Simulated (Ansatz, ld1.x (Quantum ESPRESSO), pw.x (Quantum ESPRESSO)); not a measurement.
**Cr (Z = 24): one change to the TM potential, in the atom and in the fcc crystal**

```
Element                 : Cr
Generator               : ld1.x (Quantum ESPRESSO) 7.5
Type                    : norm-conserving Troullier–Martins (Kleinman–Bylander form)
Functional              : PBE
Relativity              : scalar-relativistic
Frozen core             : [Ar]
Valence charge          : 6
Reference configuration : 3d5 4s1 4p0
Partial waves           : 4s (bound): rc 3.05 bohr; 4p (bound, empty): rc 3.15 bohr; 3d (bound): rc 1.85 bohr
Local potential         : all-electron potential smoothed inside 2.90 bohr (lloc = -1)
Core correction         : Bessel-smoothed model core inside 1.30 bohr
```

Change: local potential all-electron potential smoothed inside 3.06 bohr (lloc = -1).

Cutoffs, loose and tight: the cutoffs (Ry, on a coarse ladder) from which the occupation-weighted sum of valence levels, in a spherical-Bessel basis at the reference potential, stays within 10 and 1 mRy of its value at 400 Ry. They do not see the model core or the augmentation charge, which bear on the density cutoff. Test errors are all-electron minus pseudo excitation energies from the reference, over the configurations 3d5 4s0 4p0; 3d4 4s0 4p0; 3d3 4s0 4p0; 3d5 4s0.5 4p0; 3d6 4s0 4p0; 3d5 4s0 4p1; 3d5.5 4s0.5 4p0; variants that change the core or the reference have their own tests.

Crystal test: fcc Cr in pw.x 7.5, no spin, 15³ k-points, Fermi–Dirac smearing 0.01 Ry, cutoffs set for each file from its atomic test. The reference is all-electron LAPW (Ansatz 0.2.0) with the same functional, mesh and smearing; V0 and B0 come from Birch–Murnaghan fits to the pressures at five volumes. Errors are pseudo minus all-electron; Δ is the rms difference of the E(V) curves that follow from these fits, minima aligned, over ±6 % about the mean V0. Mesh and smearing are coarse, so the numbers serve the comparison and aren't converged zero-temperature values; the lattice is a test structure that the element need not adopt. Spin polarisation and strong correlation are left out, which matters for this element.

All-electron: a0 = 3.626 Å (V0 = 11.92 Å³/atom), B0 = 234.3 GPa.

Does the change bring the crystal closer to the all-electron result?

The mean pressure error goes from +7.55 to +10.10 GPa, so the change moves the solid further from the all-electron pressures.

```csv
quantity,base,changed
outcome (atom),generated,generated
"cutoff, loose (atom)",70 Ry,70 Ry
"cutoff, tight (atom)",90 Ry,90 Ry
bound ghosts (atom),none,none
largest test error (meV) (atom),-187 over the solved tests; 1 of 7 tests not solved or not reliable,-200 over the solved tests; 1 of 7 tests not solved or not reliable
cutoffs in pw.x (Ry),110/440,110/440
a0 (Å),3.664,3.676
a0 error (%),+1.04,+1.36
B0 error (%),-2.7,-2.9
Δ (meV/atom),19.0,25.0
mean pressure error (GPa),+7.55,+10.10
```

Base: The largest radius (3.15 bohr) exceeds half the bond length (2.42 bohr), so the spheres overlap, which is one possible source of error among others. This is a poor potential for the solid. Atomic configuration tests: 1 of 7 tests not solved or not reliable. Changed file: The largest radius (3.15 bohr) exceeds half the bond length (2.42 bohr), so the spheres overlap, which is one possible source of error among others. This is a poor potential for the solid. Atomic configuration tests: 1 of 7 tests not solved or not reliable. The atomic cutoffs weigh occupied waves only.
